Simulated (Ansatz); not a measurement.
Free-standing chains of the atoms of AgCl, named by their start (strip: triangular double chain, ladder: square double chain); atoms and period are relaxed, and energies count from relaxed bulk AgCl (Fm-3m, 22.08 Å³/atom, gap on the mesh 0.92 eV).

Theory: DFT PBE, scalar-relativistic, plane waves, PAW in Ansatz.

Cutoff 420 eV, Gaussian smearing of 0.05 eV, energies at zero smearing, symmetry of each start kept, collinear spin where a moment is listed.

```csv
start,atoms,k mesh,excess energy (eV per host atom),period (Å),gap on the mesh (eV),highest filled level or Fermi level under vacuum (eV)
linear chain,2,1×1×13,0.196,4.714,2.95,6.53
dimerised chain,2,1×1×13,0.196,4.713,2.95,6.53
zigzag chain,2,1×1×14,0.190,4.629,3.11,6.53
ladder chain,4,1×1×13,0.120,4.597,2.19,-
strip chain*,2,1×1×24,0.190,4.635,3.10,6.53
```

Zero in every row: size of the moment (μB per cell).

* ends far from its start.

An odd mesh misses points on the zone edge, so a gap read on it can be too wide.

Each run keeps its start's symmetry and one magnetic start, so lower states can exist. Rows stand on unlike meshes and boxes, so starts that end alike can differ by a few hundredths of an eV per atom.

Cost: 5 runs of about 18 core-minutes in all, on Arm Neoverse V1 (shared hosts).